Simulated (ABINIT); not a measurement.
Crystal: Te2Mo.

```
Te Mo
1.0
     3.51820    0.00000    0.00000
    -1.75910    3.04685    0.00000
     0.00000    0.00000   13.97360
Te Mo
4 2
Direct
  0.66667 0.33333 0.37900
  0.33333 0.66667 0.87900
  0.66667 0.33333 0.12100
  0.33333 0.66667 0.62100
  0.66667 0.33333 0.75000
  0.33333 0.66667 0.25000
```

- Program: ABINIT 10.8.3 (patched build)
- Task: relaxation of cell and atoms
- Functional: LDA
- Potentials or basis: JTH PAW LDA v2.0
- Cutoff: 408 eV
- k mesh: 8 × 8 × 2
- Occupations: fermi-dirac, width 0.05 eV
- Spin: no spin polarisation

At the start: pressure -2.1 GPa; volume 24.96 Å³/atom.

How do energy, volume and symmetry change on relaxing?

Over 10 steps the energy falls by 4.1 meV/atom and the volume is 24.17 Å³/atom (-3.2 %); space group P6_3/mmc (No. 194, to 0.05 Å).

The path:
```tsv
step	energy change (eV)	largest force (eV/Å)	pressure (GPa)	volume (Å³)
1	0.0000	0.1682	-2.12	149.79
2	-0.0113	0.0540	-1.36	148.82
3	-0.0189	0.1184	-0.07	147.17
4	-0.0197	0.1109	-0.03	147.02
5	-0.0221	0.0298	-0.02	146.29
6	-0.0222	0.0251	-0.03	146.25
7	-0.0239	0.0272	-0.15	145.52
8	-0.0245	0.0289	-0.09	145.02
9	-0.0246	0.0100	-0.03	144.98
10	-0.0247	0.0002	0.00	145.01
```

Final structure:
```
CELL_PARAMETERS angstrom
3.48652 0.00000 0.00000
-1.74326 3.01941 0.00000
0.00000 0.00000 13.77496
ATOMIC_POSITIONS crystal
Te 0.66667 0.33333 0.38070
Te 0.33333 0.66667 0.88070
Te 0.66667 0.33333 0.11930
Te 0.33333 0.66667 0.61930
Mo 0.66667 0.33333 0.75000
Mo 0.33333 0.66667 0.25000
```
